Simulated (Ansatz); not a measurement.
Take a crystal in which Cl has been replaced by Br on all its sites, with the cell rescaled by a rough guess (in some cases also distorted within its space group) and nothing relaxed:

```
Cs Br
1.0
     4.32925    0.00000    0.00000
     0.00000    4.32925    0.00000
     0.00000    0.00000    4.32925
Cs Br
1 1
Direct
  0.00000 0.00000 0.00000
  0.50000 0.50000 0.50000
```

Level of theory: DFT PBEsol, scalar-relativistic, plane waves, PAW in Ansatz.

Settings: cutoff 420 eV, Γ-centred mesh 6×6×6 on the computed 2-atom cell, Gaussian smearing of 0.02 eV; no spin polarisation.

Task: What pressure does the cell carry?

Result: The pressure is -0.8 GPa (positive in compression), so the cell would contract.

Task: Is it a metal on this mesh?

Result: No: the gap is 4.22 eV, the least direct gap 4.23 eV.

Task: What is its energy against the elements in their standard states?

Result: -1.776 eV/atom at this unrelaxed geometry, with the elements in the same functional.

Spin-orbit coupling is left out, which matters for the bands of heavy elements.